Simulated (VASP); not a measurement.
The system is Li.

```
Li
1.0
     3.03439    0.00000    0.00000
    -1.51719    2.62786    0.00000
     0.00000    0.00000   10.21621
Li
4
Direct
  0.66667 0.33333 0.75000
  0.00000 0.00000 0.50000
  0.33333 0.66667 0.25000
  0.00000 0.00000 0.00000
```

This isn't the form of Li at room conditions, which is bcc.

| Quantity | Value |
| --- | --- |
| Program | VASP 6.6.1 |
| Task | single point |
| Functional | PBE |
| Potentials or basis | VASP PAW PBE potentials, release 64 (Li_sv) |
| Cutoff | 520 eV |
| k mesh | 10 × 10 × 3 |
| Occupations | fermi-dirac, width 0.05 eV |
| Spin | no spin polarisation |

On this cell: largest force under 0.003 eV/Å; band gap on the k mesh none (metal or under the smearing width).

The same run follows on a disturbed copy (atoms moved at random, drawn with an rms of 0.05 Å):

```xyz
4
Lattice="3.0344 0.0000 0.0000 -1.5172 2.6279 0.0000 0.0000 0.0000 10.2162" Properties=species:S:1:pos:R:3 pbc="T T T"
Li    1.4560    0.8405    7.6631
Li   -0.0175   -0.0098    5.0685
Li    0.0239    1.7553    2.5153
Li    0.0106    0.0128    0.0313
```

Q: What does the disturbed cell give?

A: The energy (extrapolated to zero smearing) moves by +0.7 meV/atom; largest force 0.062 eV/Å; band gap on the k mesh none (metal or under the smearing width).

Forces in eV/Å, atoms in the order of the input:
```
Li   0.009  0.006 -0.006
Li   0.000 -0.001  0.023
Li  -0.004  0.000  0.044
Li  -0.005 -0.005 -0.062
```
